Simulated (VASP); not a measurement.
# Nb (Im-3m) in VASP: settings compared

One crystal, Nb, is run at these levels: r2SCAN, PBE+D3(BJ), PBEsol, PBE; tasks: relaxation of the atoms, relaxation of cell and atoms, single point.

Program: VASP 6.6.1. These are calculated values, not measurements. Logs are shortened: lines on timing, memory, paths and dates and some standing lists are left out, and cuts for length are marked.

### 1 The structure

It takes space group Im-3m (No. 229, cubic). Conventional cell: a = 3.328 Å, b = 3.328 Å, c = 3.328 Å, α = 90.00°, β = 90.00°, γ = 90.00°. Nb (site symmetry m-3m) is surrounded by 8 Nb at 2.88 Å.

### 2 Relaxation of the atoms, r2SCAN (cell strained at random at fixed volume)

Contents of run.py:

```python
from ase.calculators.vasp import Vasp
from ase.io import read
from ase.optimize import FIRE

atoms = read('POSCAR')
calc = Vasp(
    directory='calc',
    xc='r2scan',
    pp='PBE',
    setups='recommended',
    prec='Accurate',
    encut=520,
    ediff=1e-07,
    ismear=1,
    sigma=0.1,
    lreal=False,
    lasph=True,
    nelm=60,
    algo='Normal',
    isif=2,
    lwave=True,
    lcharg=False,
    lmixtau=True,
    kpts=[8, 8, 8],
    gamma=True,
)
atoms.calc = calc
opt = FIRE(atoms, trajectory='relax.traj')
converged = opt.run(fmax=0.01, steps=40)
print('converged:', converged)

print('energy (eV):', atoms.get_potential_energy())
print('free energy (eV):', atoms.get_potential_energy(force_consistent=True))
print('forces (eV/A):')
print(atoms.get_forces())
print('stress (eV/A^3, Voigt):', atoms.get_stress())
print('Fermi level (eV):', calc.get_fermi_level())
print('cell (A, degrees):', atoms.cell.cellpar())
print('volume (A^3):', atoms.get_volume())
print('scaled positions:')
print(atoms.get_scaled_positions())
```

Contents of POSCAR:

```
Nb
1.0
   -1.6174240000      1.6496260000      1.6663620000
    1.6295990000     -1.6814610000      1.7103730000
    1.6325900000      1.6966270000     -1.6981970000
Nb
1
Direct
   -0.0264050000     -0.0011800000      0.0021790000
```

Potentials or basis: VASP PAW PBE potentials, release 64 (Nb_sv).

Launch:

```sh
$ python run.py
```

The program printed:

```text
Step     Time          Energy          fmax
FIRE:    0 --:--:--      -24.861953        0.000000
converged: True
energy (eV): -24.86222104
free energy (eV): -24.86195286
forces (eV/A):
[[0. 0. 0.]]
stress (eV/A^3, Voigt): [ 0.00588858  0.02719946  0.03781091 -0.00875154  0.00201191  0.00145976]
Fermi level (eV): 10.70141647
cell (A, degrees): [  2.84852394   2.8997034    2.90306155 111.58548072 108.84863695
 108.05100533]
volume (A^3): 18.42810958537562
scaled positions:
[[0.973595 0.99882  0.002179]]
```

OUTCAR:

```text
ENCUT = 520.000000
   EDIFF = 1.00e-07
   METAGGA = R2SCAN
   PREC = Accurate
   ISIF = 2
   ISMEAR = 1
   NELM = 60
   LASPH = .TRUE.
   LREAL = .FALSE.

 ion  position               nearest neighbor table
   1  0.974  0.999  0.002-

  LATTYP: Found a triclinic cell.
 ALAT       =     8.2576360200
 B/A-ratio  =     0.3515608509
 C/A-ratio  =     0.5702573482
 COS(alpha) =     0.0009020502
 COS(beta)  =     0.2883969514
 COS(gamma) =     0.9437521946

  Lattice vectors:

 A1 = (   3.2530050000,   3.4250890000,  -6.7731290000)
 A2 = (   1.6325900000,   1.6966270000,  -1.6981970000)
 A3 = (  -0.0273410000,  -3.3144180000,  -3.3449000000)

Analysis of symmetry for initial positions (statically):
=====================================================================
 Subroutine PRICEL returns:
 Original cell was already a primitive cell.

 Routine SETGRP: Setting up the symmetry group for a
 triclinic supercell.

 Subroutine GETGRP returns: Found  2 space group operations
 (whereof  1 operations were pure point group operations)
 out of a pool of  2 trial point group operations.

The static configuration has the point symmetry C_1 .
 The point group associated with its full space group is S_2 .

Analysis of symmetry for dynamics (positions and initial velocities):
=====================================================================
 Subroutine PRICEL returns:
 Original cell was already a primitive cell.

 Routine SETGRP: Setting up the symmetry group for a
 triclinic supercell.

 Subroutine GETGRP returns: Found  2 space group operations
[... 134 lines left out ...]
 Methfessel and Paxton  Order N= 1 SIGMA  =   0.10
  energy-cutoff  :      520.00
  volume of cell :       18.43
 maximum number of plane-waves:       508
 NGX is ok and might be reduce to    24
   NGX = 11   NGY = 11   NGZ = 11

 number of electron      13.0000000 magnetization

 Free energy of the ion-electron system (eV)
  ---------------------------------------------------
  ext. energy  EPLUGINS =         0.00000000
  ---------------------------------------------------
  free energy    TOTEN  =       -24.86195286 eV

  energy without entropy =      -24.86275740  energy(sigma->0) =      -24.86222104

 E-fermi :  10.7014     XC(G=0): -13.4963

 val. band max:       10.6945951251   @ k =  -0.2500   0.0000   0.1250
 cond. band min:      10.7100831286   @ k =   0.0000   0.2500   0.0000
 fundamental gap:      0.0154880035
 Fermi energy:        10.7014164739

 k-point     1 :       0.0000    0.0000    0.0000
  band No.  band energies     occupation
      1     -45.3912      2.00000
      2     -20.0129      2.00000
      3     -19.9807      2.00000
      4     -19.9392      2.00000
      5       4.5707      2.00000
      6      10.9845     -0.00047
      7      11.2678     -0.00000
      8      11.5490     -0.00000
      9      14.0592      0.00000
     10      14.5357      0.00000
[... 287 lines left out ...]
 k-point    24 :       0.2500    0.3750   -0.0000
  band No.  band energies     occupation
      1     -45.1172      2.00000
      2     -21.0663      2.00000
      3     -20.7112      2.00000
      4     -20.1696      2.00000
      5       8.3737      2.00000
      6       9.5489      2.00000
      7      10.5165      2.02522
      8      14.1764      0.00000
      9      15.1527      0.00000
     10      20.3783      0.00000

 [... further k-points ...]

------------------------ aborting loop because EDIFF is reached ----------------------------------------

  FORCE on cell =-STRESS in cart. coord.  units (eV):
  Direction    XX          YY          ZZ          XY          YZ          ZX
  --------------------------------------------------------------------------------------
  -------------------------------------------------------------------------------------
  Total       -0.1085153     -0.5012344     -0.6967833     -0.0269006      0.1612743     -0.0370757
  in kB       -9.4345410    -43.5783375    -60.5797540     -2.3387968     14.0215147     -3.2234367
  external PRESSURE =     -37.8642108 kB  Pullay stress =       0.0000000 kB

 VOLUME and BASIS-vectors are now :
 -----------------------------------------------------------------------------
  energy-cutoff  :      520.00
  volume of cell :       18.43
      direct lattice vectors                 reciprocal lattice vectors
    -1.617424000  1.649626000  1.666362000    -0.002518597  0.301697684  0.298997466
     1.629599000 -1.681461000  1.710373000     0.305434731  0.001422753  0.295056208
     1.632590000  1.696627000 -1.698197000     0.305153302  0.297474907  0.001704271

 POSITION                                       TOTAL-FORCE (eV/Angst)
 -----------------------------------------------------------------------------------
      0.05652     -0.06971      3.32702         0.000000      0.000000      0.000000
 -----------------------------------------------------------------------------------
    total drift:                                0.000004     -0.000003     -0.000000

  FREE ENERGIE OF THE ION-ELECTRON SYSTEM (eV)
  ---------------------------------------------------
  free  energy   TOTEN  =       -24.8619528592 eV

  energy  without entropy=      -24.8627573954  energy(sigma->0) =      -24.86222104
```

INCAR:

```text
ENCUT = 520.000000
SIGMA = 0.100000
EDIFF = 1.00e-07
ALGO = Normal
METAGGA = R2SCAN
PREC = Accurate
ISIF = 2
ISMEAR = 1
NELM = 60
LASPH = .TRUE.
LCHARG = .FALSE.
LWAVE = .TRUE.
LMIXTAU = .TRUE.
LREAL = .FALSE.
```

It took 3.3 min on 1 thread of AMD EPYC 9R45 (Zen 5), shared host; peak memory 0.15 GiB.

Results:

```yaml
Free_energy: -24.8620 eV
Pressure_after_relaxing: -3.8 GPa
Band_gap_on_the_k_mesh: none (metal or under the smearing width)
```

Stress tensor (GPa, compression positive):
```
-0.94 -0.23 -0.32
-0.23 -4.36  1.40
-0.32  1.40 -6.06
```

Final structure:
```cif
data_structure
_symmetry_space_group_name_H-M 'P 1'
_symmetry_Int_Tables_number 1
_cell_length_a 2.8485
_cell_length_b 2.8997
_cell_length_c 2.9031
_cell_angle_alpha 111.585
_cell_angle_beta 108.849
_cell_angle_gamma 108.051
_cell_volume 18.43
loop_
_atom_site_label
_atom_site_type_symbol
_atom_site_fract_x
_atom_site_fract_y
_atom_site_fract_z
_atom_site_occupancy
Nb1 Nb 0.97360 0.99882 0.00218 1
```

Levels at points of the mesh, in eV from the Fermi level:
```
           k point  band 4  band 5  band 6  band 7  band 8  band 9  band 10
(0.00, 0.00, 0.00)  -30.64   -6.13    0.28    0.57    0.85    3.36     3.83
(0.50, 0.00, 0.00)  -30.70   -3.68   -1.22    2.25    3.19    4.04     6.62
(0.00, 0.50, 0.00)  -30.69   -3.70   -1.62    2.24    3.65    4.48     6.53
(0.50, 0.50, 0.00)  -30.72   -3.71   -1.68    2.44    3.71    4.40     6.63
(0.00, 0.00, 0.50)  -30.70   -3.70   -1.73    2.29    3.82    4.52     6.55
(0.50, 0.00, 0.50)  -30.71   -3.70   -1.57    2.36    3.56    4.38     6.60
(0.00, 0.50, 0.50)  -30.65   -3.68   -1.32    1.95    3.39    4.31     6.43
(0.50, 0.50, 0.50)  -31.53   -3.68   -3.61    5.62    5.80    6.01     9.03
```

Caveat: the relaxation stopped at its first step, so nothing moved; the PAW data sets were made with another functional, which shifts forces and pressure a little.

### 3 Relaxation of cell and atoms, PBE+D3(BJ)

Contents of INCAR:

```
  PREC = Accurate
  ENCUT = 600
  EDIFF = 1E-6
  ISMEAR = -1
  SIGMA = 0.05
  LREAL = False
  LASPH = True
  NELM = 60
  ALGO = Normal
  ISIF = 3
  LWAVE = False
  LCHARG = False
  GGA = PE
  IVDW = 12
  IBRION = 2
  NSW = 40
  EDIFFG = -0.01
```

Contents of KPOINTS:

```
Automatic mesh
0
Gamma
  10 10 10
```

Contents of POSCAR:

```
Nb
1.0
   -1.6639500000      1.6639500000      1.6639500000
    1.6639500000     -1.6639500000      1.6639500000
    1.6639500000      1.6639500000     -1.6639500000
Nb
1
Direct
    0.0000000000      0.0000000000      0.0000000000
```

Potentials or basis: VASP PAW PBE potentials, release 64 (Nb_sv).

Launch:

```sh
$ cat potpaw_PBE.64/Nb_sv/POTCAR > POTCAR
$ mpirun -np 1 vasp_std > vasp.out
```

Run time: 16 s. Hardware: 1 thread of Intel Xeon Platinum 8488C (Sapphire Rapids), shared host; peak memory 0.16 GiB.

Results (log left out):

```yaml
Free_energy: -10.9468 eV
Relaxed_volume: 17.39 Å³/atom
Relaxed_cell: a = 2.827 Å, b = 2.827 Å, c = 2.827 Å, α = 109.47°, β = 109.47°, γ = 109.47°
Space_group_after_relaxing_to_0.05_Å: Im-3m (No. 229)
Energy_gained_by_relaxing: 30.7 meV/atom
Ionic_steps: 4
Pressure_after_relaxing: 0.0 GPa
Band_gap_on_the_k_mesh: none (metal or under the smearing width)
Dispersion_energy_per_atom: -0.763 eV
```

The path:
| step | energy change (eV) | largest force (eV/Å) | pressure (GPa) | volume (Å³) |
| --- | --- | --- | --- | --- |
| 1 | 0.0000 | 0.0000 | -9.09 | 18.43 |
| 2 | 0.0595 | 0.0000 | 19.30 | 15.78 |
| 3 | -0.0307 | 0.0000 | -0.23 | 17.41 |
| 4 | -0.0307 | 0.0000 | -0.01 | 17.39 |

Final structure:
```
Nb
1.0
    -1.63210    1.63210    1.63210
     1.63210   -1.63210    1.63210
     1.63210    1.63210   -1.63210
Nb
1
Direct
  0.00000 0.00000 0.00000
```

Levels at points of the mesh, in eV from the Fermi level:
```tsv
k point	band 2	band 3	band 4	band 5	band 6	band 7	band 8	band 9	band 10
(0.00, 0.00, 0.00)	-29.56	-29.56	-29.56	-6.03	0.33	0.33	0.33	3.36	3.36
(0.50, 0.00, 0.00)	-31.07	-30.03	-29.58	-3.90	-1.79	2.44	3.42	4.13	6.65
(0.50, 0.50, 0.50)	-30.59	-30.59	-30.59	-3.95	-3.95	5.83	5.83	5.83	9.36
```

Caveat: pairwise dispersion overbinds metals, which lowers pressure and volume.

[end of part 1 of 2]
